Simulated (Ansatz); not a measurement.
RbBr, space group Fm-3m, cell relaxations under several functionals

Program: Ansatz 0.2.0, Python API.

The cells in order, each with its output:

```python
import warnings

import ansatz as az
import numpy as np
```

```python
def edges_and_angles(cell):
    cell = np.asarray(cell)
    a, b, c = np.linalg.norm(cell, axis=1)
    cosines = cell[1] @ cell[2] / (b * c), cell[0] @ cell[2] / (a * c), cell[0] @ cell[1] / (a * b)
    return (a, b, c, *np.degrees(np.arccos(cosines)))
```

```python
warnings.simplefilter('ignore', az.DeckWarning)
```

```python
cell = (
    az.Lattice.fcc(6.854)
    .space_group(225)
    .atom('Rb', (0.0, 0.0, 0.0))
    .atom('Br', (0.5, 0.0, 0.0))
    .primitive()
)

calc = (
    cell.calculation()
    .occupations(az.OccupationsMethod.FIXED)
    .kpoints(4)
    .scf(tolerance=1e-07)
    .relax(cell=True)
)

levels = [('pbesol', 'none'), ('r2scan', 'd4'), ('revpbe', 'd3bj')]
print('level            a       b       c    alpha   beta  gamma  V/atom  steps')
for name, dispersion in levels:
    seen = []
    run = calc.functional(name, dispersion=dispersion).session().plan()
    out = run.execute(on_event=lambda e: seen.append(e) if e['event'] == 'relax_step' else None)
    cell = out.lattice.cell_ang
    label = name if dispersion == 'none' else f'{name}+{dispersion}'
    print('{:13s} {:7.4f} {:7.4f} {:7.4f} {:6.2f} {:6.2f} {:6.2f}'.format(label, *edges_and_angles(cell)), f'{abs(np.linalg.det(cell)) / len(out.lattice.sites):7.3f} {len(seen):5d}')
```

    level            a       b       c    alpha   beta  gamma  V/atom  steps
    pbesol         4.8437  4.8437  4.8437  60.00  60.00  60.00  40.178     3
    r2scan+d4      4.8763  4.8763  4.8763  60.00  60.00  60.00  40.994     4
    revpbe+d3bj    4.9164  4.9164  4.9164  60.00  60.00  60.00  42.015     4

From smallest to largest: PBEsol (40.18 Å³ an atom, -0.2 % against the start), r2SCAN+D4 (40.99 Å³ an atom, +1.9 % against the start) and revPBE+D3BJ (42.02 Å³ an atom, +4.4 % against the start). The spread is 4.6 % in volume.

Reading the output:
- Forces vanish by symmetry, so the ions can't move, and the end may be a saddle.
- The program warned that this SCF threshold is loose for forces or stresses.
- Edges and angles are those of the cell as typed, here a primitive one, not of the conventional cell.
- Of the deposited cell: the entry's cell lengths or inner coordinates differ somewhat from later room-temperature determinations.
- The starting cell is as deposited in a crystallographic database; the results hold for this polymorph, which needn't be the stable one.
- The script silences the warnings on its input, which a real study should read.
- It ran for 13 s on 1 thread of Arm Neoverse V2, with other jobs on the host, peak memory 0.58 GiB.

(Lines on the test bed's own set-up are left out of the output.)
